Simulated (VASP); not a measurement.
# Pr (I4/mmm) in VASP: single point with revPBE+D4

Aim: the single point of Pr with revPBE+D4.

Program: VASP 6.6.1. These are calculated values, not measurements. Logs are shortened: lines on timing, memory, paths and dates and some standing lists are left out, and cuts for length are marked.

### Step 1. The structure

It takes space group I4/mmm (No. 139, tetragonal). The conventional cell has a = 4.389 Å, b = 4.389 Å, c = 3.772 Å, α = 90.00°, β = 90.00°, γ = 90.00°. Pr (site symmetry 4/mmm) is surrounded by 10 Pr at 3.63 to 3.77 Å.

This isn't the form of Pr at room conditions, which is double hcp.

### Step 2. Single point, revPBE+D4, non-collinear spin, typed start, spin-orbit coupling

INCAR

```
SYSTEM = Pr
  ALGO = Normal
  EDIFF = 1E-6
  ENCUT = 520
  GGA = RE
  GGA_COMPAT = .FALSE.
  ISIF = 2
  ISMEAR = 0
  IVDW = 13
  LASPH = .TRUE.
  LCHARG = .TRUE.
  LMAXMIX = 6
  LORBIT = 11
  LORBMOM = .TRUE.
  LREAL = .FALSE.
  LSORBIT = .TRUE.
  LVHAR = .TRUE.
  LWAVE = .FALSE.
  MAGMOM = 0 0 2
  NBANDS = 24
  NELM = 150
  PREC = Accurate
  SIGMA = 0.01
```

KPOINTS

```
k-points
0
G
  7 7 7
  0 0 0
```

POSCAR

```
Pr
1.0
   -2.1944725387      2.1944725387      1.8859478524
    2.1944725387     -2.1944725387      1.8859478524
    2.1944725387      2.1944725387     -1.8859478524
Pr
1
Direct
    0.0000000000      0.0000000000      0.0000000000
```

Potentials or basis: VASP PAW PBE potentials, release 64 (Pr).

On the command line:

```bash
cat potpaw_PBE.64/Pr/POTCAR > POTCAR
mpirun -np 1 vasp_ncl > vasp.out
```

OUTCAR:

```text
SYSTEM = Pr
   EDIFF = 1E-6
   ENCUT = 520
   GGA = RE
   ISIF = 2
   ISMEAR = 0
   IVDW = 13
   LASPH = .TRUE.
   LORBIT = 11
   LREAL = .FALSE.
   LSORBIT = .TRUE.
   NELM = 150
   PREC = Accurate

 ion  position               nearest neighbor table
   1  0.000  0.000  0.000-

  LATTYP: Found a body centered tetragonal cell.
 ALAT       =     4.3889450774
 C/A-ratio  =     0.8594082720

  Lattice vectors:

 A1 = (  -2.1944725387,   2.1944725387,   1.8859478524)
 A2 = (   2.1944725387,  -2.1944725387,   1.8859478524)
 A3 = (   2.1944725387,   2.1944725387,  -1.8859478524)

Analysis of symmetry for initial positions (statically):
=====================================================================
 Subroutine PRICEL returns:
 Original cell was already a primitive cell.

 Routine SETGRP: Setting up the symmetry group for a
 body centered tetragonal supercell.

 Subroutine GETGRP returns: Found 16 space group operations
 (whereof 16 operations were pure point group operations)
 out of a pool of 16 trial point group operations.

The static configuration has the point symmetry D_4h.

Analysis of symmetry for dynamics (positions and initial velocities):
=====================================================================
 Subroutine PRICEL returns:
 Original cell was already a primitive cell.

 Routine SETGRP: Setting up the symmetry group for a
 body centered tetragonal supercell.

 Subroutine GETGRP returns: Found 16 space group operations
 (whereof 16 operations were pure point group operations)
 out of a pool of 16 trial point group operations.

The dynamic configuration has the point symmetry D_4h.

Analysis of structural, dynamic, and magnetic symmetry:
=====================================================================
 Subroutine PRICEL returns:
 Original cell was already a primitive cell.

 Routine SETGRP: Setting up the symmetry group for a
 body centered tetragonal supercell.

 Subroutine GETGRP returns: Found  8 space group operations
 (whereof  8 operations were pure point group operations)
 out of a pool of 16 trial point group operations.

The overall configuration has the point symmetry C_4h.

[... 157 lines left out ...]
      1     -30.4030      1.00000
      2     -29.2632      1.00000
      3     -13.5929      1.00000
      4     -13.2651      1.00000
      5     -10.9697      1.00000
      6     -10.5396      1.00000
[... 637 lines left out ...]
     23       7.2910      0.00000
     24       7.3627      0.00000

 [... further k-points ...]

------------------------ aborting loop because EDIFF is reached ----------------------------------------

  DFT-D4 for vdW energy calculation

  Edisp (eV):   -0.30555

  FORCE on cell =-STRESS in cart. coord.  units (eV):
  Direction    XX          YY          ZZ          XY          YZ          ZX
  --------------------------------------------------------------------------------------
  -------------------------------------------------------------------------------------
  Total      -0.44975    -0.44975    -0.31729    -0.00000     0.00000     0.00000
  in kB     -19.83516   -19.83516   -13.99325    -0.00003     0.00000     0.00000
  external pressure =      -17.89 kB  Pullay stress =        0.00 kB

 VOLUME and BASIS-vectors are now :
 -----------------------------------------------------------------------------
  energy-cutoff  :      520.00
  volume of cell :       36.33
      direct lattice vectors                 reciprocal lattice vectors
    -2.194472539  2.194472539  1.885947852     0.000000000  0.227845184  0.265118677
     2.194472539 -2.194472539  1.885947852     0.227845184  0.000000000  0.265118677
     2.194472539  2.194472539 -1.885947852     0.227845184  0.227845184  0.000000000

 POSITION                                       TOTAL-FORCE (eV/Angst)
 -----------------------------------------------------------------------------------
      0.00000      0.00000      0.00000        -0.000000      0.000000     -0.000000
 -----------------------------------------------------------------------------------
    total drift:                               -0.000000     -0.000000     -0.000000

  FREE ENERGIE OF THE ION-ELECTRON SYSTEM (eV)
  ---------------------------------------------------
  free  energy   TOTEN  =        -5.8026961076 eV

  energy  without entropy=       -5.8025309957  energy(sigma->0) =       -5.80261355

 orbital moment (x)

 # of ion     p       d       f       tot
 ------------------------------------------------
  1         0.000   0.000   0.000   0.000
 ------------------------------------------------
            0.000   0.000   0.000   0.000

 orbital moment (y)

 # of ion     p       d       f       tot
 ------------------------------------------------
  1        -0.000  -0.000  -0.000  -0.000
 ------------------------------------------------
           -0.000  -0.000  -0.000  -0.000

 orbital moment (z)

 # of ion     p       d       f       tot
 ------------------------------------------------
  1        -0.002  -0.012  -1.726  -1.740
 ------------------------------------------------
           -0.002  -0.012  -1.726  -1.740

 Spin-Orbit-Coupling matrix elements

 Ion:    1  E_soc:     -0.7842046
 l=   1
     0.0000000    -0.1025954    -0.1022240
    -0.1025954     0.0000000    -0.1025954
    -0.1022240    -0.1025954     0.0000000
 l=   2
     0.0000000    -0.0000360     0.0000000    -0.0000360    -0.0011096
    -0.0000360     0.0000000    -0.0006373     0.0000158    -0.0002850
     0.0000000    -0.0006373     0.0000000    -0.0006373     0.0000000
    -0.0000360     0.0000158    -0.0006373     0.0000000    -0.0002850
    -0.0011096    -0.0002850     0.0000000    -0.0002850     0.0000000
 l=   3
     0.0000000    -0.0007759     0.0000000     0.0000000     0.0000000    -0.0026173    -0.0431138
    -0.0007759     0.0000000    -0.0018589     0.0000000    -0.0018589    -0.0010055    -0.0007759
     0.0000000    -0.0018589     0.0000000    -0.0072148    -0.0052540    -0.0036850     0.0000000
     0.0000000     0.0000000    -0.0072148     0.0000000    -0.0072148     0.0000000     0.0000000
     0.0000000    -0.0018589    -0.0052540    -0.0072148     0.0000000    -0.0036850     0.0000000
    -0.0026173    -0.0010055    -0.0036850     0.0000000    -0.0036850     0.0000000    -0.0026173
    -0.0431138    -0.0007759     0.0000000     0.0000000     0.0000000    -0.0026173     0.0000000

 total charge

# of ion       s       p       d       f       tot
--------------------------------------------------
    1        2.000   5.307   0.556   2.174  10.038

 magnetization (x)

# of ion       s       p       d       f       tot
--------------------------------------------------
    1       -0.000   0.000   0.000   0.000   0.000

 magnetization (y)

# of ion       s       p       d       f       tot
--------------------------------------------------
    1        0.000   0.000   0.000   0.000   0.000

 magnetization (z)

# of ion       s       p       d       f       tot
--------------------------------------------------
    1       -0.011  -0.024   0.181   2.099   2.245
```

Wall time 5 min (1 thread of Intel Xeon Platinum 8488C (Sapphire Rapids), shared host); peak memory 0.3 GiB.

What came out:

```yaml
Free_energy: -5.8027 eV
Pressure: -1.8 GPa
Net_moment: 2.86 μB per cell
Valence_electrons_inside_the_program's_atomic_spheres: Pr 10.04
Dispersion_energy_per_atom: -0.306 eV
```

Stress tensor (GPa, compression positive):
```
-1.98  0.00  0.00
 0.00 -1.98  0.00
 0.00  0.00 -1.40
```

Moments on the atoms (μB; x, y, z):
```
Pr  0.00 0.00 2.25
```

Caveat: the magnetic or orbital state may not be the lowest; the PAW data sets were made with another functional, which shifts forces and pressure a little. The state reached can hang on the start; a lower one may exist.
